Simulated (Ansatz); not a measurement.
# Single point of BeO

Wanted: energy, forces and, where spin is on, moments of BeO in this cell. BeO is taken in its deposited structure (space group P6_3mc), 4 atoms in the cell. Source: COD entry 9015191; the sample's temperature and pressure aren't taken into account.

Method: DFT PBE, PAW, plane waves, scalar-relativistic, in Ansatz 0.2.0.

## 1. The system as given

It takes space group P6_3mc (No. 186, hexagonal). Conventional cell: a = 2.698 Å, b = 2.698 Å, c = 4.378 Å, α = 90.00°, β = 90.00°, γ = 120.00°. Be (site symmetry 3m) is surrounded by 4 O at 1.65 to 1.66 Å. O (site symmetry 3m) has 4 Be at 1.65 to 1.66 Å as nearest neighbours.

Structure file:

```
CELL_PARAMETERS angstrom
2.69830 0.00000 0.00000
-1.34915 2.33680 0.00000
0.00000 0.00000 4.37760
ATOMIC_POSITIONS crystal
Be 0.33333 0.66667 0.00000
Be 0.66667 0.33333 0.50000
O 0.33333 0.66667 0.37840
O 0.66667 0.33333 0.87840
```

Atoms are counted from 1 in the order of input.yaml (O4 and so on).

The search for lower states is off throughout, and inputs that name a mixer don't switch to direct minimisation unless they say so. Spin polarisation is off.

## 2. Running it

The input, input.yaml:

```yaml
crystal:
  lattice:
    - [2.69830158, 0.0, 0.0]
    - [-1.34915079, 2.33679772, 0.0]
    - [0.0, 0.0, 4.3776]
  atoms:
    - { symbol: Be, position: [0.33333333, 0.66666667, 0.0] }
    - { symbol: Be, position: [0.66666667, 0.33333333, 0.5] }
    - { symbol: O, position: [0.33333333, 0.66666667, 0.3784] }
    - { symbol: O, position: [0.66666667, 0.33333333, 0.8784] }
hamiltonian:
  xc: pbe
  pseudopotentials: { kind: paw }
basis:
  ecutwfc: 420
kpoints:
  mp_grid: { grid: [9, 9, 5] }
scf:
  occupations: { method: fermi_dirac, width: 0.02 }
  lower_state_search: "off"
  n_extra_bands: 0
  max_iter: 80
output:
  forces: true
  stress: true
```

Started as:

```
> ansatz run input.yaml --threads 2 --pin off --max-ram 5120MiB --backend cpu --events-out ev --progress --plain --runs-dir out
```

Log:

```text
Error: inconsistent input (scf.n_extra_bands, scf.occupations.method): n_bands = 8 leaves no empty band above the 8 bands per channel that the deck's 16 electrons occupy, and the occupations search for the Fermi level (a smearing at a finite width, or tetrahedra): a level found among occupied bands alone can fill a metal as an insulator; raise scf.n_extra_bands until at least 9 bands are solved (omitted, it auto-derives to 12) (see scf.n_extra_bands in the input reference)
```

Run time: 0.05 s. Hardware: 2 threads of Arm Neoverse V1, shared host; peak memory 0.07 GiB.

## 3. Diagnosis

The program refused this input, so nothing ran. Its message: inconsistent input (scf.n_extra_bands, scf.occupations.method): n_bands = 8 leaves no empty band above the 8 bands per channel that the deck's 16 electrons occupy, and the occupations search for the Fermi level (a smearing at a finite width, or tetrahedra): a level found among occupied bands alone can fill a metal as an insulator [...]

Changes to try, each on the first input: 12 bands beyond the filled ones; back to the default settings.

## 4. 12 bands beyond the filled ones

input.yaml: that of step 2 with these lines changed.

```diff
@@ -20,3 +20,3 @@
   lower_state_search: "off"
-  n_extra_bands: 0
+  n_extra_bands: 12
   max_iter: 80
```

Started as:

```
> ansatz run input.yaml --threads 2 --pin off --max-ram 5120MiB --backend cpu --events-out ev --progress --plain --runs-dir out
```

Log:

```text
scf.n_extra_bands = 12 over 8 filled bands (N_el = 16.0): the run solves 20 bands
Engine: ansatz 0.2.0, aarch64-unknown-linux-gnu
Pseudopotentials: kind: paw
Pseudopotential: Be, paw, valence charge 2, recommended cutoff 420 eV (normal), Be.paw.azcp
Pseudopotential: O, paw, valence charge 6, recommended cutoff 420 eV (normal), O.paw.azcp
Functional definition: PBE
  parameter kappa = 0.804
  parameter beta = 0.06672455060314922
  exchange = pbe_x(kappa = kappa, mu = beta*pi^2/3)
  correlation = pbe_c(beta = beta)
Crystal: 4 atoms, lattice volume = 27.602 Å³
Basis set: ecut = 420 eV, 549 PW (Γ), exchange–correlation on 40×40×60 points (8 copies of the dense FFT grid, shifted against one another)
Bands: 20, of which v1, the nominal top of the filled ones, is band 8 counted from 1 (7 counted from 0)
Symmetry: 12 space group operations
Space group: P63mc (ITA 186), of the structure as read, at distance tolerance 3.0e-5 Å
k-points: 36 of 405 (time reversal used)
Non-local potential: Be, projectors of the file, l = 0: 2, l = 1: 2, l = 2: 1
Non-local potential: O, projectors of the file, l = 0: 2, l = 1: 2, l = 2: 1
PAW form: soft (Blöchl's): semilocal exchange-correlation on the pseudo side does not see the compensation charge
PAW one-centre angular grid: Be, 110 points (default); XC on 64 Gauss nodes
PAW one-centre angular grid: O, 110 points (default); XC on 64 Gauss nodes
Initial density: superposition of atomic densities (neutral atoms: chi_scale 0, normalization atom), corrected by the library's trained network
Initial wavefunctions: pseudopotential atomic-orbital guess
Functional: x = pbe(κ = 0.804, μ = 0.2195149727645171), c = pbe(β = 0.06672455060314922)
SCF iter   1: F=—  HF=-1326.403072 eV  |F-HF|=—  |Δ(HF+E_count)|=         —  Δρ=7.11e-4  dr2=1.90e-5  ethr=1.77e-3  ⟨swp⟩=6.0  Hψ=3669  notcnv=0  defer=74
preconditioner: auto → none  [insulator: Δε(μ)=7.605 eV  Ē_g=24.211 eV  σ=0.020 eV  W_gap=1.00  n_scr=2 (ndim 8)  ℏωp=28.3 eV  f_vac=0.000  D(μ)=0.00/eV (n_scr^D=0)  ε∞_Penn≈2.4]
SCF iter   2: F=—  HF=-1326.403408 eV  |F-HF|=—  |Δ(HF+E_count)|=   3.35e-4  Δρ=4.89e-4  dr2=2.93e-5  ethr=1.19e-7  ⟨swp⟩=2.0  Hψ=1299  notcnv=0  defer=108
SCF iter   3: F=—  HF=-1326.403697 eV  |F-HF|=—  |Δ(HF+E_count)|=   2.89e-4  Δρ=1.90e-4  dr2=4.83e-6  ethr=1.19e-7  ⟨swp⟩=2.0  Hψ=869  notcnv=0  defer=108
SCF iter   4: F=—  HF=-1326.403697 eV  |F-HF|=—  |Δ(HF+E_count)|=   4.02e-7  Δρ=9.43e-5  dr2=1.67e-6  ethr=3.02e-8  ⟨swp⟩=1.9  Hψ=716  notcnv=0  defer=108
SCF iter   5: F=—  HF=-1326.403696 eV  |F-HF|=—  |Δ(HF+E_count)|=   4.71e-7  Δρ=2.68e-5  dr2=1.47e-7  ethr=1.04e-8  ⟨swp⟩=1.8  Hψ=721  notcnv=0  defer=108
SCF iter   6: F=-1326.403696 eV  HF=-1326.403696 eV  |F-HF|=5.55e-9  |Δ(HF+E_count)|=   4.13e-8  Δρ=5.76e-6  dr2=6.97e-9  ethr=6.25e-10  ⟨swp⟩=3.2  Hψ=1447  notcnv=0
SCF 1 converged in 6 iterations: F = -1326.403696 eV  dr2 = 6.97e-9
SCF converged after 6 iterations
Free energy (F): -1326.403696 eV
Harris-Foulkes:  -1326.403696 eV  (|F-HF|=5.55e-9)
Internal energy: -1326.403696 eV  (E = F + TS)
E sigma→0 (E₀):  -1326.403696 eV
Fermi energy:    9.756185 eV
--- Per-component energies (eV) ---
  E_band       = -5.943192
  E_kinetic    = 399.689109
  E_local      = -677.787968  (includes V_loc(G=0)·N_el)
  E_nonlocal   = 105.553027
  E_hartree    = 237.598053
  E_xc         = -188.902549
  E_vxc        = -232.347698  (∫ρ·V_xc dr)
  E_paw        = -437.006725  (= ΣΔE_a)
  E_vpaw       = -76.248552  (= ΣTr[D̂ρ^β])
  E_aug_tail   = 0.005128  (compensation charges beyond the density's cutoff)
  E_ewald      = -765.551770
  E_smearing   = -0.000000  (= −TS)
  E_closure    = -0.000000  (closes the sum)
  Σ components = -1326.403696   (vs F -1326.403696, Δ=0.00e0)
--- Forces (eV/Å), atoms counted from 1 ---
  atom   1  Be     0.00000000    -0.00000000     0.02398879
  atom   2  Be    -0.00000000     0.00000000     0.02398879
  atom   3  O      0.00000000     0.00000000    -0.02397266
  atom   4  O      0.00000000    -0.00000000    -0.02397266
  max |Σ_I F_I| component: 3.23e-5 eV/Å
--- Stress (GPa, compression-positive) ---
        3.389858       0.000000       0.000000
        0.000000       3.389858      -0.000000
        0.000000       0.000000       3.661890
  P = ⅓ Tr σ = 3.4805 GPa (34.805 kbar)
```

Wall time 0.85 s (2 threads of Arm Neoverse V1, shared host); peak memory 0.28 GiB.

Converged in 6 iterations, with a gap of 7.61 eV on the k-mesh.

## 5. Back to the default settings

input.yaml: that of step 2 with these lines changed.

```diff
@@ -20,4 +20,2 @@
   lower_state_search: "off"
-  n_extra_bands: 0
-  max_iter: 80
 output:
@@ -25 +23,5 @@
   stress: true
+  write_density: true
+  write_potential: true
+  elf: true
+  volumetric_format: npy
```

Started as:

```
> ansatz run input.yaml --threads 2 --pin off --max-ram 5120MiB --backend cpu --events-out ev --progress --plain --runs-dir out
```

Its history (converged in 6 iterations):

| iteration | Harris–Foulkes energy + 1327 (eV) | density residual (eV) |
| --- | --- | --- |
| 1 | 0.5970 | 1.32e-05 |
| 2 | 0.5966 | 1.18e-05 |
| 3 | 0.5963 | 5.25e-05 |
| 4 | 0.5963 | 2.05e-06 |
| 5 | 0.5963 | 3.77e-08 |
| 6 | 0.5963 | 2.55e-11 |

Wall time 1 s (2 threads of Arm Neoverse V1, shared host); peak memory 0.28 GiB.

This works: 6 iterations, with a gap of 7.61 eV on the k-mesh. Against step 4: the same free energy.

## 6. All tries on one scale

Decimal logarithm of the largest residual (eV) by iteration, counted through all cycles of a run:

| iteration | step 4 | step 5 |
| --- | --- | --- |
| 1 | -4.7 | -4.9 |
| 2 | -4.5 | -4.9 |
| 3 | -5.3 | -4.3 |
| 4 | -5.8 | -5.7 |
| 5 | -6.8 | -7.4 |
| 6 | -8.2 | -10.6 |

## 7. Summary of results

| quantity | value |
| --- | --- |
| first try | input refused |
| step 4: 12 bands beyond the filled ones | converged in 6 iterations |
| step 5: the default settings | converged in 6 iterations |
| state reached in step 4 | a gap of 7.61 eV on the k-mesh |
| largest force there | 0.024 eV/Å |

**Reading.** The run converges under 2 of the 2 changes tried; with “12 bands beyond the filled ones” it takes 6 iterations.
